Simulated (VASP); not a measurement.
# Te (R-3m) in VASP: a series of runs, part 2 of 2

VASP 6.6.1.

## 5. Relaxation of cell and atoms, PBEsol

Input file INCAR:

```
SYSTEM = Te
  ALGO = Normal
  EDIFF = 1E-7
  EDIFFG = -0.02
  ENCUT = 600
  GGA = PS
  IBRION = 2
  ISIF = 3
  ISMEAR = -1
  LASPH = .True.
  LCHARG = .False.
  LREAL = .False.
  LWAVE = .False.
  NELM = 60
  NSW = 40
  PREC = Accurate
  PSTRESS = 0
  SIGMA = 0.05
```

Input file KPOINTS:

```
k-points
0
Gamma
  9 9 9
  0 0 0
```

Input file POSCAR:

```
Te
1.0
    2.3059043427      1.3313144930      1.6909537039
   -2.3059043427      1.3313144930      1.6909537039
    0.0000000000     -2.6626289860      1.6909537039
Te
1
Direct
    0.5000000000      0.5000000000      0.5000000000
```

Potentials or basis: VASP PAW PBE potentials, release 64 (Te).

On the command line:

```
$ cat potpaw_PBE.64/Te/POTCAR > POTCAR
$ mpirun -np 1 vasp_std > vasp.out
```

OUTCAR:

```text
SYSTEM = Te
   EDIFF = 1E-7
   EDIFFG = -0.02
   ENCUT = 600
   GGA = PS
   IBRION = 2
   ISIF = 3
   ISMEAR = -1
   LASPH = .True.
   LREAL = .False.
   NELM = 60
   NSW = 40
   PREC = Accurate
   PSTRESS = 0

 ion  position               nearest neighbor table
   1  0.500  0.500  0.500-

  LATTYP: Found a trigonal (rhomboedric) cell.
 ALAT       =     3.1541904739
 COS(alpha) =    -0.0688991668

  Lattice vectors:

 A1 = (   2.3059043427,   1.3313144930,   1.6909537039)
 A2 = (  -2.3059043427,   1.3313144930,   1.6909537039)
 A3 = (   0.0000000000,  -2.6626289860,   1.6909537039)

Analysis of symmetry for initial positions (statically):
=====================================================================
 Subroutine PRICEL returns:
 Original cell was already a primitive cell.

 Routine SETGRP: Setting up the symmetry group for a
 trigonal (rhombohedral) supercell.

 Subroutine GETGRP returns: Found 12 space group operations
 (whereof 12 operations were pure point group operations)
 out of a pool of 12 trial point group operations.

The static configuration has the point symmetry D_3d.

Analysis of symmetry for dynamics (positions and initial velocities):
=====================================================================
 Subroutine PRICEL returns:
 Original cell was already a primitive cell.

 Routine SETGRP: Setting up the symmetry group for a
 trigonal (rhombohedral) supercell.

 Subroutine GETGRP returns: Found 12 space group operations
 (whereof 12 operations were pure point group operations)
 out of a pool of 12 trial point group operations.

The dynamic configuration has the point symmetry D_3d.

 Subroutine INISYM returns: Found 12 space group operations
 (whereof 12 operations are pure point group operations),
 and found     1 'primitive' translations

----------------------------------------------------------------------------------------

                                     Primitive cell

  volume of cell :      31.1462
[... 110 lines left out ...]
  Thomas-Fermi vector in A             =   2.073397
   LORBIT       =      0    0 simple, 1 ext, 2 COOP (PROOUT), +10 PAW based schemes
   GGA     = PS    functional components
   LHFCALC =     F    Hartree Fock is set to
   AEXX    =    0.0000 exact exchange contribution
   IVDW    =     0    specifies the selected vdW correction
   LEPSILON=     F    determine dielectric tensor
   LRPA    =     F    only Hartree local field effects (RPA)
 conjugate gradient relaxation of ions
 non-spin polarized calculation
  energy-cutoff  :      600.00
  volume of cell :       31.15
 maximum number of plane-waves:      1069
 NGX is ok and might be reduce to    28
   NGX = 13   NGY = 13   NGZ = 13

 number of electron       5.9999999 magnetization

 Free energy of the ion-electron system (eV)
  ---------------------------------------------------
  ext. energy  EPLUGINS =         0.00000000
  ---------------------------------------------------
  free energy    TOTEN  =        -3.50515437 eV

  energy without entropy =       -3.49975923  energy(sigma->0) =       -3.50245680

 E-fermi :   6.9484     XC(G=0):  -9.6472

 val. band max:        6.9294153511   @ k =   0.2222   0.1111   0.1111
 cond. band min:       6.9484543634   @ k =  -0.3333   0.4444   0.2222
 fundamental gap:      0.0190390124
 Fermi energy:         6.9483809231

 k-point     1 :       0.0000    0.0000    0.0000
  band No.  band energies     occupation
      1      -7.0397      2.00000
      2       7.9199      0.00000
      3       8.3846      0.00000
      4       8.3846      0.00000
      5      13.0111      0.00000
      6      13.0111      0.00000
      7      13.5002      0.00000
[... 221 lines left out ...]
 k-point    24 :       0.4444    0.4444    0.0000
  band No.  band energies     occupation
      1      -3.4319      2.00000
      2       2.0519      2.00000
      3       2.7179      2.00000
      4       9.2510      0.00000
      5      10.8123      0.00000
      6      17.2123      0.00000
      7      19.0632      0.00000

 [... further k-points ...]

------------------------ aborting loop because EDIFF is reached ----------------------------------------

  FORCE on cell =-STRESS in cart. coord.  units (eV):
  Direction    XX          YY          ZZ          XY          YZ          ZX
  --------------------------------------------------------------------------------------
  -------------------------------------------------------------------------------------
  Total       -0.0172407     -0.0172407      0.0105990      0.0000000      0.0000000      0.0000000
  in kB       -0.8868704     -0.8868704      0.5452209      0.0000000      0.0000000      0.0000000
  external PRESSURE =      -0.4095066 kB  Pullay stress =       0.0000000 kB

 VOLUME and BASIS-vectors are now :
 -----------------------------------------------------------------------------
  energy-cutoff  :      600.00
  volume of cell :       31.15
      direct lattice vectors                 reciprocal lattice vectors
     2.305904343  1.331314493  1.690953704     0.216834667  0.125189553  0.197127415
    -2.305904343  1.331314493  1.690953704    -0.216834667  0.125189553  0.197127415
     0.000000000 -2.662628986  1.690953704     0.000000000 -0.250379107  0.197127415

 POSITION                                       TOTAL-FORCE (eV/Angst)
 -----------------------------------------------------------------------------------
      0.00000      0.00000      2.53643         0.000000     -0.000000     -0.000000
 -----------------------------------------------------------------------------------
    total drift:                               -0.000000     -0.000000      0.000000

  FREE ENERGIE OF THE ION-ELECTRON SYSTEM (eV)
  ---------------------------------------------------
  free  energy   TOTEN  =        -3.5051543726 eV

  energy  without entropy=       -3.4997592289  energy(sigma->0) =       -3.50245680

 reached required accuracy - stopping structural energy minimisation
```

CONTCAR:

```text
Te
   1.00000000000000
     2.3059043426999999    1.3313144930000000    1.6909537039000000
    -2.3059043426999999    1.3313144930000000    1.6909537039000000
     0.0000000000000000   -2.6626289860000001    1.6909537039000000
  Te
     1
Direct
     0.5000000000000000    0.5000000000000000    0.5000000000000000

  0.00000000E+00  0.00000000E+00  0.00000000E+00
```

Wall time 28 s (1 thread of AMD EPYC 7R43 (Zen 3), shared host); peak memory 0.13 GiB.

What came out:

| Item | Value |
| --- | --- |
| Free energy | -3.5052 eV |
| Pressure after relaxing | 0.0 GPa |
| Band gap on the k mesh | none (metal or under the smearing width) |

Final structure:
```
Te
1.0
     2.30590    1.33131    1.69095
    -2.30590    1.33131    1.69095
     0.00000   -2.66263    1.69095
Te
1
Direct
  0.50000 0.50000 0.50000
```

Levels at points of the mesh, in eV from the Fermi level:
```csv
k point,band 1,band 2,band 3,band 4,band 5,band 6,band 7
"(0.00, 0.00, 0.00)",-13.99,0.97,1.44,1.44,6.06,6.06,6.55
```

Caveat: the relaxation stopped at its first step, so nothing moved; the PAW data sets were made with another functional, which shifts forces and pressure a little.

## 6. For comparison

An earlier run on the cell as given: functional PBE; potentials or basis VASP PAW PBE potentials, release 64 (Te); cutoff 520 eV; k mesh 9 × 9 × 9; occupations fermi-dirac, width 0.05 eV; no spin polarisation.

* Pressure: 2.6 GPa
* Band gap on the k mesh: none (metal or under the smearing width)

## 7. Overview

```tsv
task	level	cell	cutoff (eV)	gap on the mesh (eV)	pressure (GPa)	relaxed volume (Å³/atom)
relaxation of cell and atoms	optB88-vdW	relaxed	600	none	0.0	33.18
relaxation of cell and atoms	vdW-DF-cx	relaxed	600	none	0.0	31.54
relaxation of cell and atoms	rev-vdW-DF2	relaxed	600	none	0.0	32.41
relaxation of cell and atoms	PBEsol	relaxed	600	none	0.0	-
single point	PBE	as given	520	none	2.6	-
```

Alike in all rows: potentials or basis VASP PAW PBE potentials, release 64 (Te); no spin polarisation; k mesh 9 × 9 × 9; smearing fermi-dirac 0.05 eV.

Caveats: the PAW data sets were made with another functional, which shifts forces and pressure a little (some runs); the relaxation stopped at its first step, so nothing moved (some runs).

Total energies depend on the potentials used, so only differences within one code and one set of settings carry meaning.
